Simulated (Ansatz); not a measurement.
# Zone-centre phonons of BN at 32 GPa: input and output

Level of theory: DFT PBE+D3(BJ), scalar-relativistic, plane waves, PAW (Ansatz 0.2.0).

It can be run as:
```bash
ansatz run input.yaml --threads 1 --pin off --backend cpu --events-out ev --progress --plain --runs-dir out  # memory cap (--max-ram) not shown
```

Input (bare energies are in eV):
```yaml
crystal:
  lattice:
    - [0.0, 2.5690241288, 2.1124028768]
    - [1.2338678853, 0.0, 2.1124028768]
    - [1.2338678853, 2.5690241288, 0.0]
  atoms:
    - { symbol: B, position: [0.0007240587, 0.0007240587, 0.9992759413] }
    - { symbol: "N", position: [0.6659759313, 0.6659759313, 0.3340240687] }
basis:
  ecutwfc: 420
kpoints:
  mp_grid: { grid: [12, 12, 12] }
hamiltonian:
  xc: pbe
  dispersion: d3bj
scf:
  occupations: { method: fixed }
output:
  eigenvalues: true
phonons:
  method: dfpt
  dielectric: true
  rigid_motions: translations
  eigenvectors: true
```

The end of the output:
```
--- Phonons (Γ-DFPT): 6 representative perturbations + reference, on 868 of 1728 k-points (Σ response iterations 18) ---
  k mesh reduced under 1 symmetry operation, with k and −k counted as one. Each operation leaves every solved perturbation unchanged. A smaller set is not considered because the run solves the response ...
  ASR residual: 2.692e-4 → 0.000e0 eV/Å²; symmetrization residual: 5.382e-7 eV/Å²
  pairwise dispersion correction: d3bj (s6 = 1.0, s8 = 0.7875, a1 = 0.4289, a2_bohr = 4.4407), with the weights of each atom's references fixed at the reference crystal's, and the forces and stress that the weights' published response gives ...
  ASR residual per site (eV/Å²): 8.03e-5 2.69e-4
  Γ frequencies (cm⁻¹): 0.00 0.00 0.00 632.42 1471.23 1472.01
  ε∞ (high-frequency dielectric tensor):
        5.552245    -0.000000     0.000000
       -0.000000     4.113103     0.000000
        0.000000     0.000000     5.650447
  ε⁰ (static dielectric tensor: ions relaxed, cell fixed):
        7.511961     0.000000     0.000000
        0.000000     6.880224    -0.000000
        0.000000    -0.000000     7.584498
  ε⁰ − ε∞ (ionic part):
        1.959716     0.000000    -0.000000
        0.000000     2.767121    -0.000000
       -0.000000    -0.000000     1.934050
  softest optical mode at Γ: 632.42 cm⁻¹; the repairs (sum rule, projections) moved no ω² at Γ by more than (2.30 cm⁻¹)²
  Born effective charges Z* (e; rows j = field, columns β = displacement):
    site 0:
         2.65539    0.00000   -0.00000
         0.00000    1.35563    0.00000
         0.00000    0.00000    2.63655
    site 1:
        -2.65539   -0.00000    0.00000
        -0.00000   -1.35563   -0.00000
        -0.00000   -0.00000   -2.63655
  Z* charge neutrality: 4.390e-6 e pre-enforcement
  k-mesh period / interband length: 29.4 Å / 1.46 Å = 20.14 at k = (0.0000, -0.5000, -0.5000), direct gap 5.591 eV — 14 or more, which is no proof of convergence
  optical modes at Γ without the LO–TO term, one row a degenerate level:
      ω (cm⁻¹) modes IR ((D/Å)²/amu)
        632.42      1             6.9490
       1471.23      1            26.2852
       1472.01      1            26.6624
  optical modes at Γ + LO–TO along q̂ = [1.0000, 0.0000, 0.0000]:
      ω (cm⁻¹) modes IR ((D/Å)²/amu)
        632.42      1             6.9490
       1471.23      1            26.2852
       1712.19      1            26.6624
  optical modes at Γ + LO–TO along q̂ = [0.0000, 1.0000, 0.0000]:
      ω (cm⁻¹) modes IR ((D/Å)²/amu)
        817.94      1             6.9490
       1471.23      1            26.2852
       1472.01      1            26.6624
  optical modes at Γ + LO–TO along q̂ = [0.0000, 0.0000, 1.0000]:
      ω (cm⁻¹) modes IR ((D/Å)²/amu)
        632.42      1             6.9490
       1472.01      1            26.6624
       1704.52      1            26.2852
```

Other phases may be more stable at this pressure.

This form isn't the usual stable structure of the compound at low pressure.